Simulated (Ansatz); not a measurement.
Wanted: the native input for an Ansatz 0.2.0 run.

| Item | Value |
| --- | --- |
| Task | band structure |
| Functional | revPBE |
| Potentials or basis | Ansatz PAW |
| Cutoff | 420 eV (not typed: the program's choice for these potentials) |
| k mesh | 8 × 8 × 8 |
| Occupations | fermi-dirac, width 0.05 eV |
| Spin | no spin polarisation |
| Path | [["G", "X", "W", "K", "G", "L", "U", "W", "L", "K"], ["U", "X"]] |
| Points for each segment of the path | 14 |

MgSe:

```
Se Mg
1.0
     0.00000    2.72550    2.72550
     2.72550    0.00000    2.72550
     2.72550    2.72550    0.00000
Se Mg
1 1
Direct
  0.50000 0.50000 0.50000
  0.00000 0.00000 0.00000
```

The input as run:

input.yaml

```yaml
crystal:
  lattice:
    - [0.0, 2.7255, 2.7255]
    - [2.7255, 0.0, 2.7255]
    - [2.7255, 2.7255, 0.0]
  atoms:
    - { symbol: Se, position: [0.5, 0.5, 0.5] }
    - { symbol: Mg, position: [0.0, 0.0, 0.0] }
hamiltonian:
  xc: revpbe
  pseudopotentials: { kind: paw }
kpoints:
  mp_grid: { grid: [8, 8, 8] }
  band_path:
    path:
      - [[0.0, 0.0, 0.0], [0.5, 0.0, 0.5], [0.5, 0.25, 0.75], [0.375, 0.375, 0.75], [0.0, 0.0, 0.0], [0.5, 0.5, 0.5], [0.625, 0.25, 0.625], [0.5, 0.25, 0.75], [0.5, 0.5, 0.5], [0.375, 0.375, 0.75]]
      - [[0.625, 0.25, 0.625], [0.5, 0.0, 0.5]]
    npoints: 14
scf:
  occupations: { method: fermi_dirac, width: 0.05 }
  n_extra_bands: 6
output:
  forces: true
  stress: true
  eigenvalues: true
  fatbands: false
  write_density: true
  write_potential: true
  elf: true
  volumetric_format: npy
```

Potentials or basis: Ansatz PAW.

Launch:

```sh
$ ansatz run input.yaml --threads 2 --pin off --max-ram 5632MiB --backend cpu --events-out ev --progress --plain --runs-dir out
```

Results of the run:

```json
{"Pressure": "3.5 GPa", "Band gap on the k mesh": "1.94 eV, indirect (least direct gap 2.73 eV)", "Band gap along the path": "1.94 eV, indirect (least direct gap 2.73 eV)"}
```

Caveat: the PAW data sets come from PBE, with cores solved anew for the run's functional, which leaves a small shift of forces and pressure.

Run time: 2.2 s on 2 threads of Arm Neoverse V1, with other jobs on the host, peak memory 0.23 GiB.
